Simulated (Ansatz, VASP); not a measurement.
Si16Ge (a cell with a defect) in VASP and in Ansatz

```xyz
17
Lattice="0.0000 5.4300 5.4300 5.4300 0.0000 5.4300 5.4300 5.4300 0.0000" Properties=species:S:1:pos:R:3 pbc="T T T"
Si   -0.0003   -0.0497    0.0001
Si    1.3999    1.3153    1.4000
Si    2.7624    2.7139    0.0004
Si    4.0635    4.0799    1.3663
Si    2.7136   -0.0049    2.7157
Si    4.0296    1.3149    4.0296
Si    5.4294    2.7138    2.6673
Si    6.8265    4.1112    4.0335
Si    0.0000    2.7140    2.7632
Si    1.3661    4.0802    4.0637
Si    2.7149    5.4298    2.7150
Si    4.0643    6.7784    4.0648
Si    2.6665    2.7140    5.4299
Si    4.0323    4.1125    6.8278
Si    5.4296    5.4759    5.4302
Si    6.7951    6.7782    6.7956
Ge    5.4279    2.7074    5.4310
```

Alike in both runs: functional PBEsol; k mesh 2 × 2 × 2; occupations gaussian, width 0.05 eV; no spin polarisation.

Ansatz relaxed the structure, and its values are those at the end. VASP's run is a single point on that final structure, the one shown.

|  | VASP | Ansatz |
| --- | --- | --- |
| version | VASP 6.6.1 | Ansatz 0.2.0 |
| potentials or method | VASP PAW PBE potentials, release 64 (Si, Ge_d) | scalar-relativistic, plane waves, PAW |
| plane-wave cutoff (eV) | 520 | 420 |
| valence electrons in the cell | 78 | 78 |

```tsv
	VASP	Ansatz	Ansatz less VASP
rms of the force components (eV/Å)	0.005	0.004	-0.0001
```

Ansatz warned: «pseudo_functional_mismatch».

Caveats: the k mesh is coarse (spacing up to 0.50 Å⁻¹), so the values aren't converged; the PAW data sets were made with another functional, which shifts forces and pressure a little (VASP).
